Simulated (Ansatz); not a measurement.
# ZrS$_{2}$: frozen-core PAW against all-electron methods

```yaml
crystal:
  lattice:
    - [3.68520, 0.00000, 0.00000]
    - [-1.84260, 3.19148, 0.00000]
    - [0.00000, 0.00000, 6.75584]
  atoms:
    - { symbol: Zr, position: [0.00000, 0.00000, 0.00000] }
    - { symbol: S, position: [0.33333, 0.66667, 0.21439] }
    - { symbol: S, position: [0.66667, 0.33333, 0.78561] }
```

Atom numbers follow the list: Zr1, S2, S3.

The structure comes from a relaxation in the same program, started in the CdI2 type, and has space group P-3m1. Whether it is a known phase or the ground state wasn't checked.

Levels of theory: DFT, PBE, PAW with Ansatz's default frozen-core files, scalar-relativistic (Ansatz 0.2.0); DFT, PBE, all-electron PAW with datasets made for the crystal, scalar-relativistic (Ansatz 0.2.0); DFT, PBE, all-electron LAPW, scalar-relativistic (Ansatz 0.2.0).

For PAW: a Γ-centred 12×12×7 k mesh, Fermi–Dirac smearing of 0.05 eV, cutoff 420 eV, no spin polarisation. The crystal-made all-electron datasets (AE datasets) take a cutoff of 240 eV at this cell. LAPW targets a basis error of 1 meV/atom. The Ansatz runs share mesh, smearing and spin set-up. Plane-wave (PAW) pressures include the program's estimate of the Pulay term.

Stress and pressure are positive in compression.

No spin–orbit coupling: at heavy atoms the gradients can be off by tens of per cent for that reason.

Levels count from the top of the valence band.

```tsv
quantity	PAW	AE datasets	LAPW
pressure (GPa)	0.00	0.02	0.02
band gap (eV)	1.135	1.136	1.136
highest filled level at L (eV)	-0.911	-0.910	-0.910
lowest empty level at L (eV)	1.135	1.136	1.136
highest filled level at H (eV)	-1.588	-1.588	-1.588
lowest empty level at H (eV)	2.396	2.398	2.398
field gradient Vzz at Zr1 (10²¹ V/m²)	-0.70	-0.68	–
field gradient Vzz at S2 (10²¹ V/m²)	-0.34	-0.33	–
```

PAW's pressure differs from the LAPW value by -0.02 GPa.
